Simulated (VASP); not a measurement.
An input for VASP 6.6.1 (MnO):

Contents of run.py:

```python
from ase.calculators.vasp import Vasp
from ase.dft.dos import DOS
from ase.spacegroup import crystal

atoms = crystal(
    ['Mn', 'O'],
    basis=[[0.0, 0.0, 0.0], [0.5, 0.0, 0.0]],
    spacegroup=225,
    setting=1,
    cellpar=[4.44781541, 4.44781541, 4.44781541, 90.0, 90.0, 90.0],
    primitive_cell=True,
)
calc = Vasp(
    directory='calc',
    xc='tpss',
    pp='PBE',
    setups='recommended',
    prec='Normal',
    encut=520,
    ediff=1e-06,
    ismear=-5,
    sigma=0.05,
    lreal=False,
    lasph=True,
    nelm=100,
    algo='Normal',
    isif=2,
    lwave=False,
    lcharg=False,
    ispin=2,
    lorbit=11,
    lmaxmix=4,
    lmixtau=True,
    nelmin=4,
    kpts=[2, 2, 2],
    gamma=True,
    magmom=[0.0, 0.0],
)
atoms.calc = calc

print('energy (eV):', atoms.get_potential_energy())
print('free energy (eV):', atoms.get_potential_energy(force_consistent=True))
print('forces (eV/A):')
print(atoms.get_forces())
print('stress (eV/A^3, Voigt):', atoms.get_stress())
print('Fermi level (eV):', calc.get_fermi_level())
print('moment (muB):', atoms.get_magnetic_moment())
print('site moments (muB):', atoms.get_magnetic_moments())
dos = DOS(calc, width=0.05, window=(-10, 10), npts=301)
print('E - E_F (eV), DOS (1/eV)')
for e, g in zip(dos.get_energies(), dos.get_dos()):
    print(f'{e:8.3f} {g:10.4f}')
```

Potentials or basis: VASP PAW PBE potentials, release 64 (Mn_pv, O).

Launch:

```console
$ python run.py
```

Problem. What does the program do with it?

Solution. The run stopped without a result. It printed:

Output:

```text
ase.calculators.calculator.CalculationFailed: vasp in <dir> returned an error: 1 stderr is in vasp.out
```

OUTCAR:

```text
ENCUT = 520.000000
   EDIFF = 1.00e-06
[... 177 lines left out ...]
  energy-cutoff  :      520.00
  volume of cell :       22.00
 maximum number of plane-waves:       609
   NGX = 11   NGY = 11   NGZ = 11
```

Among its messages:

```text
VERY BAD NEWS! internal error in subroutine BZINTS: Tetrahedron method fails (number of k-points < 4) 3 ---->  I REFUSE TO CONTINUE WITH THIS SICK JOB ... BYE!!! <----
```
